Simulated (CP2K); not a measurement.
**InAs under changes of volume**

One of the cells (23.821 Å³/atom); the others are scaled copies at fixed shape and fractional positions:

```
CELL_PARAMETERS angstrom
4.06912 0.00000 0.00000
2.03456 3.52396 0.00000
2.03456 1.17465 3.32242
ATOMIC_POSITIONS crystal
In 0.50000 0.50000 0.50000
As 0.00000 0.00000 0.00000
```

Measurements of this composition are mostly on another form, of space group No. 216.

```yaml
Program: CP2K 2026.2
Functional: r2SCAN
Potentials_or_basis: POTENTIAL_UZH In GTH-SCAN-q13, As GTH-SCAN-q5; TZVP-MOLOPT-SCAN-GTH basis
Density_cutoff: 9184 eV
k_mesh: 8 × 8 × 8
Occupations: fermi-dirac, width 0.0259 eV
Spin: no spin polarisation
```

| volume (Å³/atom) | energy over the lowest point (meV/atom) | pressure (GPa) |
| --- | --- | --- |
| 22.392 | ? | ? |
| 22.868 | 0.00 | 0.3 |
| 23.344 | 1.19 | -1.1 |
| 23.821 | 6.30 | -2.3 |
| 24.297 | 14.28 | -3.5 |
| 24.774 | 26.24 | -4.5 |
| 25.250 | 40.99 | -5.4 |

Problem. What does the run at 22.392 Å³/atom give?

Solution. Energy over the lowest point 3.14 meV/atom; pressure 1.8 GPa.

Worked out: A Birch-Murnaghan fit of order 3 (a polynomial in V^(-2/3)) to the other rows has its minimum at 22.94 Å³/atom with B0 = V·E''(V) = 59 GPa (rough, since the energies scatter). It gives 2.38 meV/atom at 22.392 Å³/atom, against the run's 3.14, and -dE/dV = 1.4 GPa, against 1.8.

Energies are extrapolated to zero smearing.

Caveats: the basis of atomic orbitals isn't converged, which shifts pressures, moduli and gaps.
